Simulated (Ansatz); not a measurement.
Theory: DFT PBE, scalar-relativistic, plane waves, PAW in Ansatz. All cells share a 420 eV cutoff and Γ-centred k meshes spaced at most about 0.3 Å⁻¹ (2π included). No spin polarisation.

These are static total energies at zero pressure.

Problem. Order these relaxed structures of MgS by energy, lowest first, with the energy over the lowest of them.
A.

Space group Fm-3m (No. 225). a = 5.230 Å, b = 5.230 Å, c = 5.230 Å, α = 90.00°, β = 90.00°, γ = 90.00°
```json
{"atom": "Mg", "site": "4a", "symmetry": "m-3m", "x": "0.0000", "y": "0.0000", "z": "0.0000"}
{"atom": "S", "site": "4b", "symmetry": "m-3m", "x": "0.5000", "y": "0.0000", "z": "0.0000"}
```

B.

Space group P-6m2 (No. 187). a = 3.611 Å, b = 3.611 Å, c = 3.305 Å, α = 90.00°, β = 90.00°, γ = 120.00°
```tsv
atom	site	symmetry	x	y	z
Mg	1b	-6m2	0.0000	0.0000	0.5000
S	1e	-6m2	0.6667	0.3333	0.0000
```

C.

Space group Pa-3 (No. 205). a = 6.986 Å, b = 6.986 Å, c = 6.986 Å, α = 90.00°, β = 90.00°, γ = 90.00°
```json
{"atom": "Mg", "site": "8c", "symmetry": ".3.", "x": "0.8422", "y": "0.6578", "z": "0.3422"}
{"atom": "S", "site": "8c", "symmetry": ".3.", "x": "0.1431", "y": "0.8569", "z": "0.3569"}
```

Solution. A (0 meV/atom), C (134 meV/atom), B (249 meV/atom). Forms: A rock salt type, Fm-3m; C Pa-3; B tungsten carbide type, P-6m2. Counting S atoms around Mg (those within 1.25 times the shortest such distance or 1.15 times the sum of covalent radii): A has Mg 6; C has Mg 4; B has Mg 6. Origin: A, reached from a cell as deposited in COD, among other starts; B and C, invented. Shaken at random and relaxed again, A came back. Shaken at random and relaxed again, C came back.

Cells without such a test can be saddle points. Some structure types and database cells were kept out of the candidates from the start, so a known form may be missing.
